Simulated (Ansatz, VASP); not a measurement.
Given: the input of a run of VASP 6.6.1 on WC.

Contents of INCAR:

```
SYSTEM = WC
ALGO = Normal ; EDIFF = 1E-7
ENCUT = 520 ; GGA = PS
ISIF = 2 ; ISMEAR = -1
LASPH = .True. ; LCHARG = .False.
LREAL = .False. ; LWAVE = .False.
NBANDS = 16 ; NELM = 100
PREC = Accurate ; SIGMA = 0.05
```

KPOINTS

```
k-points
0
Gamma
  10 10 10
  0 0 0
```

The input POSCAR:

```
WC
1.0
    0.0000000000      2.1630495024      2.1630495024
    2.1630495024      0.0000000000      2.1630495024
    2.1630495024      2.1630495024      0.0000000000
W C
1 1
Direct
    0.0000000000      0.0000000000      0.0000000000
    0.5000000000      0.5000000000      0.5000000000
```

Potentials or basis: VASP PAW PBE potentials, release 64 (W_sv, C).

Command:

```sh
$ cat potpaw_PBE.64/W_sv/POTCAR potpaw_PBE.64/C/POTCAR > POTCAR
$ mpirun -np 1 vasp_std > vasp.out
```

Q: Set up the same calculation for Ansatz 0.2.0. Potentials there: Ansatz PAW.

A: As run (the cutoff follows the program's own potentials):

input.yaml

```yaml
crystal:
  lattice:
    - [0.0, 2.1630495024, 2.1630495024]
    - [2.1630495024, 0.0, 2.1630495024]
    - [2.1630495024, 2.1630495024, 0.0]
  atoms:
    - { symbol: W, position: [0.0, 0.0, 0.0] }
    - { symbol: C, position: [0.5, 0.5, 0.5] }
hamiltonian:
  xc: pbesol
  pseudopotentials: { kind: paw }
kpoints:
  mp_grid: { grid: [10, 10, 10] }
scf:
  occupations: { method: fermi_dirac, width: 0.05 }
output:
  forces: true
  stress: true
  eigenvalues: true
```

Potentials or basis: Ansatz PAW.

Run with:

```console
$ ansatz run input.yaml --threads 1 --pin off --max-ram 3584MiB --backend cpu --events-out ev --progress --plain --runs-dir out
```

Both were run:

|  | VASP | Ansatz | Ansatz less VASP |
| --- | --- | --- | --- |
| gap on the k mesh at the Fermi level (eV) | none | none | - |
| pressure (GPa) | 6.4 | 5.2 | -1.19 |

A gap of «none» marks a metal or a gap that the smearing closes. With one functional, cell and mesh, what is left measures potentials, basis and numerics.

Caveats: the PAW data sets were made with another functional, which shifts forces and pressure a little (VASP); the pressure holds a Pulay correction of +0.3 GPa for the finite cutoff (Ansatz); the PAW data sets come from PBE, with cores solved anew for the run's functional, which leaves a small shift of forces and pressure (Ansatz). Spin-orbit coupling is left out, which matters for the levels of W.
